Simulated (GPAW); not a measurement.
# FeO (Wuestite) (Fm-3m) in GPAW: further runs

One crystal, FeO (Wuestite), is run at these levels: PBEsol; tasks: relaxation of cell and atoms.

Program: GPAW 26.7.0. These are calculated values, not measurements. Logs are shortened: lines on timing, memory, paths and dates and some standing lists are left out, and cuts for length are marked. The log counts tension as positive stress, the text compression.

## 1. Starting point

Symmetry: Fm-3m, No. 225, cubic system. Conventional cell: a = 4.311 Å, b = 4.311 Å, c = 4.311 Å, α = 90.00°, β = 90.00°, γ = 90.00°. Around Fe (site symmetry m-3m) lie 6 O at 2.16 Å. O (site symmetry m-3m) is surrounded by 6 Fe at 2.16 Å.

## 2. Relaxation of cell and atoms, PBEsol, collinear spin, ferromagnetic start, target pressure 2 GPa, at which the enthalpy is minimised

run.py reads:

```python
from ase import Atoms
from ase.filters import FrechetCellFilter
from ase.io import write
from ase.optimize import BFGS
from ase.units import GPa
from gpaw import GPAW, PW, setup_paths

setup_paths.insert(0, '.')

atoms = Atoms(['Fe', 'O'],
              cell=[[0.0, 2.1554, 2.1554],
                    [2.1554, 0.0, 2.1554],
                    [2.1554, 2.1554, 0.0]],
              scaled_positions=[[0.0, 0.0, 0.0],
                                [0.5, 0.5, 0.5]],
              pbc=True)
atoms.set_initial_magnetic_moments([3.0, 0.0])

calc = GPAW(mode=PW(800),
            xc='PBEsol',
            kpts={'size': (9, 9, 9), 'gamma': True},
            occupations={'name': 'fermi-dirac', 'width': 0.05},
            nbands=17,
            convergence={'density': 1e-05, 'forces': 0.0001},
            maxiter=150,
            txt='gpaw.txt')
atoms.calc = calc
opt = BFGS(FrechetCellFilter(atoms, scalar_pressure=2 * GPa), trajectory='relax.traj', logfile='-')
done = opt.run(fmax=0.02, steps=60)
calc.write('gs.gpw')
write('result.traj', atoms)
print('Converged:', done)
print('Cell:', atoms.cell.cellpar().round(4))
print('Volume:', round(atoms.get_volume(), 4))
print(atoms.get_scaled_positions().round(5))
```

Potentials or basis: PAW data sets generated in the run's folder for this functional, pw.

Started as:

```sh
> gpaw-setup -f PBEsol Fe O
> OMP_NUM_THREADS=1 python run.py
```

gpaw.txt:

```text
__  _  _
 | _ |_)|_||  |
 |__||  | ||/\| - 26.7.0

Input parameters:
  mode=PW(ecut=800.0),
  convergence={'density': 1e-05, 'forces': 0.0001},
  kpts=MonkhorstPack(size=(9, 9, 9), gamma=True),
  maxiter=150,
  nbands=17,
  occupations=Occupations(name='fermi-dirac', width=0.05),
  xc=XC(name='PBEsol')

Diagonalizing LCAO Hamiltonian
Converting LCAO to pw mode

              O

       Fe

Atoms  # Å, Bohr magnetons
|   | symbol |        x |        y |        z |    initial magnetic moments |
|---|--------|----------|----------|----------|-----------------------------|
| 0 |     Fe | 0.000000 | 0.000000 | 0.000000 | ( 0.0000,  0.0000,  3.0000) |
| 1 |      O | 2.155400 | 2.155400 | 2.155400 | ( 0.0000,  0.0000,  0.0000) |

Unit cell  # Å
| periodic |        x |        y |        z |  lengths |    angles |
|----------|----------|----------|----------|----------|-----------|
|      yes | 0.000000 | 2.155400 | 2.155400 | 3.048196 | 60.000000 |
|      yes | 2.155400 | 0.000000 | 2.155400 | 3.048196 | 60.000000 |
|      yes | 2.155400 | 2.155400 | 0.000000 | 3.048196 | 60.000000 |

Number of symmetries: 48
Symmetry operations  # r_c * U_cc + t_c -> r_c
|    | kind |            matrix            |
|----|------|------------------------------|
|  0 |  σ   |  1, 0, 0,  1, 0,-1,  1,-1, 0 |
|  1 |  C2  |  1, 0, 0,  1,-1, 0,  1, 0,-1 |
|  2 |  E   |  1, 0, 0,  0, 1, 0,  0, 0, 1 |
|  3 |  σ   |  1, 0, 0,  0, 0, 1,  0, 1, 0 |
|  4 |  C4  |  1, 0,-1,  1, 0, 0,  1,-1, 0 |
|  5 |  S6  |  1, 0,-1,  1,-1, 0,  1, 0, 0 |
|  6 |  σ   |  1, 0,-1,  0, 1,-1,  0, 0,-1 |
|  7 |  C3  |  1, 0,-1,  0, 0,-1,  0, 1,-1 |
|  8 |  S6  |  1,-1, 0,  1, 0, 0,  1, 0,-1 |
|  9 |  C4  |  1,-1, 0,  1, 0,-1,  1, 0, 0 |
| 10 |  C3  |  1,-1, 0,  0,-1, 1,  0,-1, 0 |
| 11 |  σ   |  1,-1, 0,  0,-1, 0,  0,-1, 1 |
| 12 |  σ   |  0, 1, 0,  1, 0, 0,  0, 0, 1 |
| 13 |  C4  |  0, 1, 0,  0, 1,-1, -1, 1, 0 |
| 14 |  C3  |  0, 1, 0,  0, 0, 1,  1, 0, 0 |
| 15 |  S6  |  0, 1, 0, -1, 1, 0,  0, 1,-1 |
| 16 |  C2  |  0, 1,-1,  1, 0,-1,  0, 0,-1 |
| 17 |  σ   |  0, 1,-1,  0, 1, 0, -1, 1, 0 |
| 18 |  S4  |  0, 1,-1,  0, 0,-1,  1, 0,-1 |
| 19 |  C4  |  0, 1,-1, -1, 1, 0,  0, 1, 0 |
| 20 |  C3  |  0, 0, 1,  1, 0, 0,  0, 1, 0 |
| 21 |  σ   |  0, 0, 1,  0, 1, 0,  1, 0, 0 |
[... 223 lines left out ...]
No gap
No difference between direct/indirect transitions

Stress tensor  # eV/Ang^3
|         x |         y |         z |
|-----------|-----------|-----------|
|  0.043725 |  0.000000 | -0.000000 |
|  0.000000 |  0.043725 | -0.000000 |
| -0.000000 | -0.000000 |  0.043725 |

Forces  # eV/Ang
|       x |        y |        z |
|---------|----------|----------|
| 0.00000 |  0.00000 |  0.00000 |  # Fe   0
| 0.00000 | -0.00000 | -0.00000 |  # O    1

Interpolating wave functions to new cell

              O

       Fe

Atoms  # Å, Bohr magnetons
|   | symbol |        x |        y |        z |    initial magnetic moments |
|---|--------|----------|----------|----------|-----------------------------|
| 0 |     Fe | 0.000000 | 0.000000 | 0.000000 | ( 0.0000,  0.0000,  3.5382) |
| 1 |      O | 2.146752 | 2.146752 | 2.146752 | ( 0.0000,  0.0000,  0.2376) |

Unit cell  # Å
| periodic |        x |        y |        z |  lengths |    angles |
|----------|----------|----------|----------|----------|-----------|
|      yes | 0.000000 | 2.146752 | 2.146752 | 3.035966 | 60.000000 |
|      yes | 2.146752 | 0.000000 | 2.146752 | 3.035966 | 60.000000 |
|      yes | 2.146752 | 2.146752 | 0.000000 | 3.035966 | 60.000000 |

Number of symmetries: 48
Symmetry operations  # r_c * U_cc + t_c -> r_c
|    | kind |            matrix            |
|----|------|------------------------------|
|  0 |  σ   |  1, 0, 0,  1, 0,-1,  1,-1, 0 |
|  1 |  C2  |  1, 0, 0,  1,-1, 0,  1, 0,-1 |
|  2 |  E   |  1, 0, 0,  0, 1, 0,  0, 0, 1 |
|  3 |  σ   |  1, 0, 0,  0, 0, 1,  0, 1, 0 |
|  4 |  C4  |  1, 0,-1,  1, 0, 0,  1,-1, 0 |
|  5 |  S6  |  1, 0,-1,  1,-1, 0,  1, 0, 0 |
|  6 |  σ   |  1, 0,-1,  0, 1,-1,  0, 0,-1 |
|  7 |  C3  |  1, 0,-1,  0, 0,-1,  0, 1,-1 |
|  8 |  S6  |  1,-1, 0,  1, 0, 0,  1, 0,-1 |
|  9 |  C4  |  1,-1, 0,  1, 0,-1,  1, 0, 0 |
| 10 |  C3  |  1,-1, 0,  0,-1, 1,  0,-1, 0 |
| 11 |  σ   |  1,-1, 0,  0,-1, 0,  0,-1, 1 |
| 12 |  σ   |  0, 1, 0,  1, 0, 0,  0, 0, 1 |
| 13 |  C4  |  0, 1, 0,  0, 1,-1, -1, 1, 0 |
| 14 |  C3  |  0, 1, 0,  0, 0, 1,  1, 0, 0 |
| 15 |  S6  |  0, 1, 0, -1, 1, 0,  0, 1,-1 |
| 16 |  C2  |  0, 1,-1,  1, 0,-1,  0, 0,-1 |
| 17 |  σ   |  0, 1,-1,  0, 1, 0, -1, 1, 0 |
| 18 |  S4  |  0, 1,-1,  0, 0,-1,  1, 0,-1 |
| 19 |  C4  |  0, 1,-1, -1, 1, 0,  0, 1, 0 |
| 20 |  C3  |  0, 0, 1,  1, 0, 0,  0, 1, 0 |
| 21 |  σ   |  0, 0, 1,  0, 1, 0,  1, 0, 0 |
[... 221 lines left out ...]
No gap
No difference between direct/indirect transitions

Stress tensor  # eV/Ang^3
|        x |        y |        z |
|----------|----------|----------|
| 0.029817 | 0.000000 | 0.000000 |
| 0.000000 | 0.029817 | 0.000000 |
| 0.000000 | 0.000000 | 0.029817 |

Forces  # eV/Ang
|       x |       y |       z |
|---------|---------|---------|
| 0.00000 | 0.00000 | 0.00000 |  # Fe   0
| 0.00000 | 0.00000 | 0.00000 |  # O    1

Interpolating wave functions to new cell

              O

       Fe

Atoms  # Å, Bohr magnetons
|   | symbol |        x |        y |         z |    initial magnetic moments |
|---|--------|----------|----------|-----------|-----------------------------|
| 0 |     Fe | 0.000000 | 0.000000 | -0.000000 | ( 0.0000,  0.0000,  3.5369) |
| 1 |      O | 2.121877 | 2.121877 |  2.121877 | ( 0.0000,  0.0000,  0.2399) |

Unit cell  # Å
| periodic |        x |        y |         z |  lengths |    angles |
|----------|----------|----------|-----------|----------|-----------|
|      yes | 0.000000 | 2.121877 |  2.121877 | 3.000787 | 60.000000 |
|      yes | 2.121877 | 0.000000 |  2.121877 | 3.000787 | 60.000000 |
|      yes | 2.121877 | 2.121877 | -0.000000 | 3.000787 | 60.000000 |

Number of symmetries: 48
Symmetry operations  # r_c * U_cc + t_c -> r_c
|    | kind |            matrix            |
|----|------|------------------------------|
|  0 |  σ   |  1, 0, 0,  1, 0,-1,  1,-1, 0 |
|  1 |  C2  |  1, 0, 0,  1,-1, 0,  1, 0,-1 |
|  2 |  E   |  1, 0, 0,  0, 1, 0,  0, 0, 1 |
|  3 |  σ   |  1, 0, 0,  0, 0, 1,  0, 1, 0 |
|  4 |  C4  |  1, 0,-1,  1, 0, 0,  1,-1, 0 |
|  5 |  S6  |  1, 0,-1,  1,-1, 0,  1, 0, 0 |
|  6 |  σ   |  1, 0,-1,  0, 1,-1,  0, 0,-1 |
|  7 |  C3  |  1, 0,-1,  0, 0,-1,  0, 1,-1 |
|  8 |  S6  |  1,-1, 0,  1, 0, 0,  1, 0,-1 |
|  9 |  C4  |  1,-1, 0,  1, 0,-1,  1, 0, 0 |
| 10 |  C3  |  1,-1, 0,  0,-1, 1,  0,-1, 0 |
| 11 |  σ   |  1,-1, 0,  0,-1, 0,  0,-1, 1 |
| 12 |  σ   |  0, 1, 0,  1, 0, 0,  0, 0, 1 |
| 13 |  C4  |  0, 1, 0,  0, 1,-1, -1, 1, 0 |
| 14 |  C3  |  0, 1, 0,  0, 0, 1,  1, 0, 0 |
| 15 |  S6  |  0, 1, 0, -1, 1, 0,  0, 1,-1 |
| 16 |  C2  |  0, 1,-1,  1, 0,-1,  0, 0,-1 |
| 17 |  σ   |  0, 1,-1,  0, 1, 0, -1, 1, 0 |
| 18 |  S4  |  0, 1,-1,  0, 0,-1,  1, 0,-1 |
| 19 |  C4  |  0, 1,-1, -1, 1, 0,  0, 1, 0 |
| 20 |  C3  |  0, 0, 1,  1, 0, 0,  0, 1, 0 |
| 21 |  σ   |  0, 0, 1,  0, 1, 0,  1, 0, 0 |
[... 222 lines left out ...]
No gap
No difference between direct/indirect transitions

Stress tensor  # eV/Ang^3
|         x |         y |         z |
|-----------|-----------|-----------|
| -0.015135 |  0.000000 | -0.000000 |
|  0.000000 | -0.015135 |  0.000000 |
| -0.000000 |  0.000000 | -0.015135 |

Forces  # eV/Ang
|       x |       y |        z |
|---------|---------|----------|
| 0.00000 | 0.00000 |  0.00000 |  # Fe   0
| 0.00000 | 0.00000 | -0.00000 |  # O    1

Interpolating wave functions to new cell

              O

       Fe

Atoms  # Å, Bohr magnetons
|   | symbol |        x |        y |         z |    initial magnetic moments |
|---|--------|----------|----------|-----------|-----------------------------|
| 0 |     Fe | 0.000000 | 0.000000 | -0.000000 | ( 0.0000,  0.0000,  3.5315) |
| 1 |      O | 2.123289 | 2.123289 |  2.123289 | ( 0.0000,  0.0000,  0.2462) |

Unit cell  # Å
| periodic |         x |        y |         z |  lengths |    angles |
|----------|-----------|----------|-----------|----------|-----------|
|      yes | -0.000000 | 2.123289 |  2.123289 | 3.002784 | 60.000000 |
|      yes |  2.123289 | 0.000000 |  2.123289 | 3.002784 | 60.000000 |
|      yes |  2.123289 | 2.123289 | -0.000000 | 3.002784 | 60.000000 |

Number of symmetries: 48
Symmetry operations  # r_c * U_cc + t_c -> r_c
|    | kind |            matrix            |
|----|------|------------------------------|
|  0 |  σ   |  1, 0, 0,  1, 0,-1,  1,-1, 0 |
|  1 |  C2  |  1, 0, 0,  1,-1, 0,  1, 0,-1 |
|  2 |  E   |  1, 0, 0,  0, 1, 0,  0, 0, 1 |
|  3 |  σ   |  1, 0, 0,  0, 0, 1,  0, 1, 0 |
|  4 |  C4  |  1, 0,-1,  1, 0, 0,  1,-1, 0 |
|  5 |  S6  |  1, 0,-1,  1,-1, 0,  1, 0, 0 |
|  6 |  σ   |  1, 0,-1,  0, 1,-1,  0, 0,-1 |
|  7 |  C3  |  1, 0,-1,  0, 0,-1,  0, 1,-1 |
|  8 |  S6  |  1,-1, 0,  1, 0, 0,  1, 0,-1 |
|  9 |  C4  |  1,-1, 0,  1, 0,-1,  1, 0, 0 |
| 10 |  C3  |  1,-1, 0,  0,-1, 1,  0,-1, 0 |
| 11 |  σ   |  1,-1, 0,  0,-1, 0,  0,-1, 1 |
| 12 |  σ   |  0, 1, 0,  1, 0, 0,  0, 0, 1 |
| 13 |  C4  |  0, 1, 0,  0, 1,-1, -1, 1, 0 |
| 14 |  C3  |  0, 1, 0,  0, 0, 1,  1, 0, 0 |
| 15 |  S6  |  0, 1, 0, -1, 1, 0,  0, 1,-1 |
| 16 |  C2  |  0, 1,-1,  1, 0,-1,  0, 0,-1 |
| 17 |  σ   |  0, 1,-1,  0, 1, 0, -1, 1, 0 |
| 18 |  S4  |  0, 1,-1,  0, 0,-1,  1, 0,-1 |
| 19 |  C4  |  0, 1,-1, -1, 1, 0,  0, 1, 0 |
| 20 |  C3  |  0, 0, 1,  1, 0, 0,  0, 1, 0 |
| 21 |  σ   |  0, 0, 1,  0, 1, 0,  1, 0, 0 |
[... 220 lines left out ...]
No gap
No difference between direct/indirect transitions

Stress tensor  # eV/Ang^3
|         x |         y |         z |
|-----------|-----------|-----------|
| -0.012374 |  0.000000 |  0.000000 |
|  0.000000 | -0.012374 |  0.000000 |
|  0.000000 |  0.000000 | -0.012374 |

Forces  # eV/Ang
|       x |        y |        z |
|---------|----------|----------|
| 0.00000 |  0.00000 |  0.00000 |  # Fe   0
| 0.00000 | -0.00000 | -0.00000 |  # O    1

# Writing to gs.gpw (mode='')
```

Wall time 73 s (1 thread of Arm Neoverse V2, shared host); peak memory 0.25 GiB.

Results:

| Quantity | Value |
| --- | --- |
| Free energy | -16.8332 eV |
| Relaxed volume | 9.57 Å³/atom |
| Relaxed cell | a = 3.003 Å, b = 3.003 Å, c = 3.003 Å, α = 60.00°, β = 60.00°, γ = 60.00° |
| Space group after relaxing (to 0.05 Å) | Fm-3m (No. 225) |
| Energy change on relaxing (the enthalpy is what falls) | -5.7 meV/atom |
| Ionic steps | 4 |
| Pressure after relaxing | 2.0 GPa |
| Band gap on the k mesh | none (metal or under the smearing width) |
| Net moment | 4.00 μB per cell |
| Site moments | Fe +3.53; O +0.25 μB |

The path:
```
step  energy change (eV)  largest force (eV/Å)  pressure (GPa)  volume (Å³)
   1              0.0000                0.0000           -7.01        20.03
   2             -0.0079                0.0000           -4.78        19.79
   3             -0.0108                0.0000            2.42        19.11
   4             -0.0115                0.0000            1.98        19.15
```

Final structure:
```
Fe O
1.0
     0.00000    2.12329    2.12329
     2.12329    0.00000    2.12329
     2.12329    2.12329    0.00000
Fe O
1 1
Direct
  0.00000 0.00000 0.00000
  0.50000 0.50000 0.50000
```

Levels at points of the mesh, in eV from the Fermi level:
Spin up:
```tsv
k point	band 7	band 8	band 9	band 10	band 11	band 12
(0.00, 0.00, 0.00)	-3.90	-3.63	-3.63	0.15	15.28	17.16
```
Spin down:
```tsv
k point	band 2	band 3	band 4	band 5	band 6	band 7	band 8	band 9
(0.00, 0.00, 0.00)	-3.48	-3.48	-3.48	-0.78	-0.78	-0.78	0.14	0.14
```

Caveat: each step starts from the last one's moments, so a moment once lost doesn't come back; later steps reuse the first step's grids; a cell with one magnetic atom can't hold antiferromagnetic order, which such compounds often take; semilocal functionals often make such compounds metallic where correlation or magnetic order opens a gap, which also shifts bond lengths. With open d or f shells a metallic result of PBEsol can be an artefact of self-interaction; +U or a hybrid may open a gap.

(Part 1 of 2 ends here.)
